## Results and discussion

In black phosphorus every atom has three bonds, and these bonds build puckered layers. Each layer consists of an upper and a lower half, both made of flat zigzag rows. An atom has two bonds within its row and a third to the other half. The table gives the LDA frequencies of the vibrations in which every primitive cell moves alike, the so-called Γ modes; the column "phonon q row" holds the same entry throughout because all modes belong to this one wave vector.

Harmonic Γ phonons of black phosphorus (Cmce, four-atom primitive cell relaxed at zero pressure), calculated with ABINIT 10.8.3 in the LDA without dispersion correction, with PseudoDojo NC SR LDA v0.4.1 standard pseudopotentials. The plane-wave cutoff is 489.805 eV, the k mesh 6×6×4 and the Fermi–Dirac smearing 0.05 eV; the acoustic sum rule is imposed.

| row | phonon q row (row) | phonon frequency (cm⁻¹) |
| --- | --- | --- |
| 1 | 1 | 0.0 |
| 2 | 1 | 0.0 |
| 3 | 1 | 0.0 |
| 4 | 1 | 76.3 |
| 5 | 1 | 175.2 |
| 6 | 1 | 210.8 |
| 7 | 1 | 375.8 |
| 8 | 1 | 392.3 |
| 9 | 1 | 396.7 |
| 10 | 1 | 405.4 |
| 11 | 1 | 435.8 |
| 12 | 1 | 446.0 |

### 1. Why are there twelve modes, and why are three of them zero?

The primitive cell holds four atoms, each free to move in three directions, which makes twelve independent motions. In three of them the whole crystal shifts rigidly, so no bond changes and no force arises. The remaining nine are optical modes, in which atoms of one cell move against each other. These zeros are no sign of numerical quality, because a sum rule imposed them after the calculation.

### 2. Where does the spectrum divide?

The widest step lies between 210.8 and 375.8 cm⁻¹. Three optical modes lie below it and six above. The empty interval of 165 cm⁻¹ is more than twice as wide as the whole upper group, and shifts of a few tens of cm⁻¹ in single modes wouldn't close it.

### 3. Why three low and six high?

Bonds resist stretching much more than they resist a change of angle. Four atoms with three bonds each, every bond shared by two atoms, give six bonds per cell. In this puckered layer the six bond lengths can be changed independently by Γ motions. If the bonds were springs and nothing else acted, six modes would be stiff and $12-3-6=3$ optical modes would cost no energy.

The three free motions can be pictured. In one, the upper half of the layer slides against the lower half along the zigzag rows, at right angles to the bonds that join the halves. In another, atoms joined across the halves move up or down together, and neighbouring pairs move in opposite directions. In the third, the halves slide against each other across the rows, while joined atoms move in opposite vertical directions, so that the bond between them tilts but keeps its length. To first order, none of them changes a bond length.

A water molecule shows the same division in its simplest form: two bonds give two high stretching modes, and the one internal motion left over is a much softer bend. The likeness ends with the counting, since a free molecule can also rotate and its hydrogen atoms are far lighter than its oxygen.

The table agrees with the count of three and six. That the low modes are the pictured motions is inferred from the geometry, since the table holds no displacement patterns. Symmetry keeps the first two motions free of bond stretching, while the third can mix with a stretching mode of the same symmetry.

### 4. How much softer is the low group, and where does the spring picture fail?

For a vibration of equal atoms,

$$\tilde\nu \propto \sqrt{K/M},$$

where $\tilde\nu$ is the phonon frequency, $K$ the stiffness of the motion and $M$ the atomic mass. With one mass throughout, squared frequencies compare stiffness directly. The three low modes together hold only about 7% of the sum of all squared frequencies, as the idea of stiff bonds and soft angles requires.

Bond springs alone would put these modes at zero, however, and they aren't there. The highest of the three has about 22% of the stiffness of the top mode. Forces that resist changes of angle, together with weaker contacts between more distant atoms, must supply it. The count therefore predicts how many modes are soft, but not how soft they are.

### 5. What would change with another element or another structure?

Suppose that arsenic atoms took the places of phosphorus and all forces stayed the same. The masses are roughly 31 and 75 atomic units, so every frequency would be multiplied by $\sqrt{31/75}\approx0.64$. The top mode would fall from 446 to about 287 cm⁻¹, and the division into three and six would remain. Real arsenic bonds have different stiffness, so this estimate isolates the effect of mass.

A change of structure acts differently, because it changes the count. Grey arsenic also has three bonds per atom, but only two atoms in its primitive cell. That makes three bonds for three optical modes, and in its buckled layer every relative motion of the two atoms stretches some bond. No optical mode at Γ is left free, and no separate soft group should appear there. The rule for a neighbouring case is thus to compare the number of independent bond stretches with the number of optical modes.

### 6. Which mode reacts most to an error in the forces?

The lowest optical mode, at 76.3 cm⁻¹, is the most sensitive. Its stiffness is about one thirty-fourth of that of the top mode, so a small absolute error in stiffness is a large fraction of the whole. Because frequency follows the square root of stiffness, the same small error shifts this mode nearly six times as far in cm⁻¹ as it shifts the top one. Flaws in cell shape or electronic structure therefore often show most clearly in a soft mode.

### 7. Which values can be trusted?

The division into three and six is the safest result. The order of close neighbours in the upper group is not: the smallest spacing is 4.4 cm⁻¹, and the k mesh is too coarse for a converged response of a metal. The decimals in the table are therefore finer than the physics behind them.

The metallic state is itself a fault, since real black phosphorus is a semiconductor with a gap of roughly 0.3 eV. The relaxed cell is also too small. Its edge across the zigzag rows, the armchair edge, is about 8% shorter than the measured length of roughly 4.4 Å. The layer can contract in this direction by turning its bonds, with little change in their length. LDA tends both to bind layers too tightly and to make gaps too small, and compression helps to close this gap.

The departures from experiment are uneven. The top mode lies about 5% below a measured value of roughly 470 cm⁻¹, whereas the lowest optical mode lies about 45% below one of 140 cm⁻¹. The contracted cell, the false metallic state and the coarse mesh could each contribute to that softness; their shares are untested. A run with a denser mesh, followed by one at the measured cell, would begin to separate them.

The grouping is a sound guide to which motions are stiff, but the lowest frequency shouldn't enter a thermal model of the real material. Nor does the lack of imaginary frequencies at Γ establish stability, because a distortion may differ from cell to cell. The output below lists the counts, steps and ratios used here.

The analysis program printed:

```
Modes expected for four atoms: 12
Optical modes in the table: 9
P-P bonds per primitive cell: 6
Optical modes left without a bond stretch: 3
Optical modes in the low group: 3
Optical modes in the high group: 6
Empty interval between the groups in 1/cm: 165
Width of the high group in 1/cm: 70.2
Share of the low group in the summed squared frequencies in percent: 7.45
Highest frequency over lowest optical frequency: 5.845
Same ratio squared (stiffness ratio): 34.17
Smallest spacing in the high group in 1/cm: 4.4
Frequency factor for arsenic mass with unchanged forces: 0.6429
Highest frequency with arsenic mass only in 1/cm: 286.7
Lowest optical frequency with arsenic mass only in 1/cm: 49.05
Zigzag edge of the conventional cell in angstrom: 3.35
Distance from layer to layer in angstrom: 5.036
Armchair edge below the rough measured 4.4 angstrom in percent: 8.068
Volume per atom below the rough measured 19 cubic angstrom in percent: 10.32
Lowest optical mode below the rough measured 140 1/cm in percent: 45.5
Highest mode below the rough measured 470 1/cm in percent: 5.106
Steps and relative stiffness:
  row  frequency_1/cm  step_1/cm  squared_percent_of_top
    1               0        n/a                       0
    2               0          0                       0
    3               0          0                       0
    4            76.3       76.3                   2.927
    5           175.2       98.9                   15.43
    6           210.8       35.6                   22.34
    7           375.8        165                      71
    8           392.3       16.5                   77.37
    9           396.7        4.4                   79.11
   10           405.4        8.7                   82.62
   11           435.8       30.4                   95.48
   12             446       10.2                     100
```
